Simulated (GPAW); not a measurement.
Write an ASE script for GPAW 26.7.0 that does the following.

```yaml
Task: single point
Functional: LDA
Potentials_or_basis: the program's PAW data sets (release 1.2.1) made for this functional
Cutoff: 600 eV
Basis: pw
k_mesh: 8 × 8 × 8
Occupations: gaussian, width 0.1 eV
Spin: no spin polarisation
Maxiter: 150
```

The structure of ZnSe (Stilleite) lies in ZnSe.xyz:

```xyz
2
Lattice="0.0000000000 2.8338000000 2.8338000000 2.8338000000 0.0000000000 2.8338000000 2.8338000000 2.8338000000 0.0000000000" Properties=species:S:1:pos:R:3 pbc="T T T"
Se     4.2507000000      4.2507000000      4.2507000000
Zn     0.0000000000      0.0000000000      0.0000000000
```

These files were run (other wordings do the same):

run.py

```python
from ase.dft.bandgap import bandgap
from ase.io import read, write
from ase.units import GPa
from gpaw import GPAW, PW

atoms = read('ZnSe.xyz')

calc = GPAW(mode=PW(600),
            xc='LDA',
            kpts={'size': (8, 8, 8), 'gamma': True},
            occupations={'name': 'methfessel-paxton', 'order': 0, 'width': 0.1},
            nbands=18,
            convergence={'density': 1e-05, 'energy': 1e-05},
            maxiter=150,
            txt='gpaw.txt')
atoms.calc = calc
energy = atoms.get_potential_energy()
forces = atoms.get_forces()
stress = atoms.get_stress()
calc.write('gs.gpw')
write('result.traj', atoms)
print(f'Energy: {energy:.6f} eV')
print('Forces (eV/A):')
print(forces.round(4))
print('Stress (GPa):', (stress / GPa).round(3))
print('Fermi level:', round(calc.get_fermi_level(), 4), 'eV')
print(f'Gap: {bandgap(calc)[0]:.4f} eV, direct: {bandgap(calc, direct=True)[0]:.4f} eV')
```

Potentials or basis: the program's PAW data sets (release 1.2.1) made for this functional, pw.

The run is started by

```sh
$ OMP_NUM_THREADS=1 python run.py
```

Results of the run:

```yaml
Pressure: -3.6 GPa
Band_gap_on_the_k_mesh: 1.04 eV, direct
```

Wall time 12 s on 1 thread of Arm Neoverse V2 (shared host), peak memory 0.15 GiB.
